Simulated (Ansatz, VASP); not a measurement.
# HfN: VASP beside Ansatz

```
Hf N
1.0
     3.10456    0.00000    0.00000
    -1.55228    2.68863    0.00000
     0.00000    0.00000    5.36518
Hf N
2 2
Direct
  0.66667 0.33333 0.75000
  0.33333 0.66667 0.25000
  0.00000 0.00000 0.00000
  0.00000 0.00000 0.50000
```

Alike in both runs: functional PBEsol; dispersion D3(BJ); k mesh 9 × 9 × 5; occupations fermi-dirac, width 0.15 eV; no spin polarisation.

Ansatz relaxed the structure, and its values are those at the end. VASP's run is a single point on that final structure, the one shown.

```csv
,VASP,Ansatz
version,VASP 6.6.1,Ansatz 0.2.0
potentials or method,"VASP PAW PBE potentials, release 64 (Hf_pv, N)","plane waves, PAW"
plane-wave cutoff (eV),520,450
valence electrons in the cell,30,62
```

Ansatz gave:

```
pressure (GPa)               : 0.0
dispersion energy (meV/atom) : -399.8
```

What did VASP give for the same quantities?

Pressure (GPa): -2.1; dispersion energy (meV/atom): -399.7.

The two sets of potentials don't hold the same shells in valence.

Caveats: the PAW data sets were made with another functional, which shifts forces and pressure a little (VASP); pairwise dispersion overbinds metals, which lowers pressure and volume. Spin-orbit coupling is left out, which matters for the levels of Hf.
